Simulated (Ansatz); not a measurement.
**Cu under changes of volume**

One of the cells (11.810 Å³/atom); the others are scaled copies at fixed shape and fractional positions:

```
CELL_PARAMETERS angstrom
0.00000 1.80750 1.80750
1.80750 0.00000 1.80750
1.80750 1.80750 0.00000
ATOMIC_POSITIONS crystal
Cu 0.00000 0.00000 0.00000
```

- Program: Ansatz 0.2.0
- Functional: r2SCAN50
- Potentials or basis: Ansatz PAW
- Cutoff: 500 eV (not typed: the program's choice for these potentials)
- k mesh: 7 × 7 × 7
- Occupations: fermi-dirac, width 0.05 eV
- Spin: no spin polarisation

```tsv
volume (Å³/atom)	energy over the lowest point (meV/atom)	pressure (GPa)
11.102	23.66	10.2
11.338	11.25	6.7
11.574	?	?
11.810	0.00	1.0
12.047	0.20	-1.3
12.283	3.81	-3.4
12.519	10.20	-5.3
```

What does the run at 11.574 Å³/atom give?

Energy over the lowest point 3.36 meV/atom; pressure 3.7 GPa.

Worked out: A Birch-Murnaghan fit of order 3 (a polynomial in V^(-2/3)) to the other rows has its minimum at 11.91 Å³/atom with B0 = V·E''(V) = 121 GPa and B' = 5.0. It gives 3.52 meV/atom at 11.574 Å³/atom, against the run's 3.36, and -dE/dV = 3.8 GPa, against 3.7.

Energies are extrapolated to zero smearing.

Caveats: all runs use coarse meshes; the PAW data sets come from PBE, with cores solved anew for the run's functional, which leaves a small shift of forces and pressure; the thresholds are loose for stress.
